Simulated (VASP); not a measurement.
Here is a VASP 6.6.1 calculation.

The input INCAR:

```
SYSTEM = Ir
PREC = Accurate
ENCUT = 600
EDIFF = 1E-7
ISMEAR = 1
SIGMA = 0.1
LREAL = .False.
LASPH = .True.
NELM = 80
ALGO = Normal
ISIF = 3
LWAVE = .False.
LCHARG = .False.
GGA = PE
IVDW = 12
IBRION = 2
NSW = 90
EDIFFG = -0.005
```

KPOINTS

```
regular mesh
0
Gamma
  16 16 16
  0 0 0
```

The input POSCAR:

```
Ir                                      
1.0
   -0.0000000000      1.9219607553      1.9219607553
    1.9219607553      0.0000000000      1.9219607553
    1.9219607553      1.9219607553     -0.0000000000
  Ir            
     1
Direct
     0.0000000000000000    0.0000000000000000    0.0000000000000000
```

Potentials or basis: VASP PAW PBE potentials, release 64 (Ir).

Launch:

```bash
$ cat potpaw_PBE.64/Ir/POTCAR > POTCAR
$ mpirun -np 1 vasp_std > vasp.out
```

Q: What does it give for the dispersion energy per atom?

A: -0.732 eV.

Q: What does it give for the band gap on the k mesh?

A: None (metal or under the smearing width).

Final structure:
```yaml
crystal:
  lattice:
    - [0.00000, 1.92196, 1.92196]
    - [1.92196, 0.00000, 1.92196]
    - [1.92196, 1.92196, 0.00000]
  atoms:
    - { symbol: Ir, position: [0.00000, 0.00000, 0.00000] }
```

Caveat: the relaxation stopped at its first step, so nothing moved. The run has no spin-orbit coupling, so splittings on Ir are missing.
